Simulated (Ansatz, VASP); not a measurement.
## SiC in VASP and in Ansatz

```xyz
2
Lattice="0.0000 2.2268 2.2268 2.2268 0.0000 2.2268 2.2670 2.2670 -0.0402" Properties=species:S:1:pos:R:3 pbc="T T T"
Si    0.0000    0.0000    0.0000
C     3.3704    3.3704    3.3100
```

Alike in both runs: task single point; functional PBE; k mesh 12 × 12 × 12; occupations gaussian, width 0.05 eV; no spin polarisation.

|  | VASP | Ansatz |
| --- | --- | --- |
| version | VASP 6.6.1 | Ansatz 0.2.0 |
| potentials or method | VASP PAW PBE potentials, release 64 (Si, C) | scalar-relativistic, plane waves, PAW |
| plane-wave cutoff (eV) | 520 | 520 |
| valence electrons in the cell | 8 | 8 |

|  | VASP | Ansatz | Ansatz less VASP |
| --- | --- | --- | --- |
| gap on the k mesh at the Fermi level (eV) | 1.38 | 1.38 | +0.003 |
| least direct gap on the mesh (eV) | 4.31 | 4.31 | +0.006 |
| pressure (GPa) | -13.9 | -13.9 | -0.01 |
| largest component of the traceless stress (GPa) | 3.74 | 3.72 | -0.018 |
| rms of the force components (eV/Å) | 0.052 | 0.052 | -0.0002 |

Atom by atom the forces differ by 0.000 eV/Å (rms over components).

A k mesh can miss the band edges.
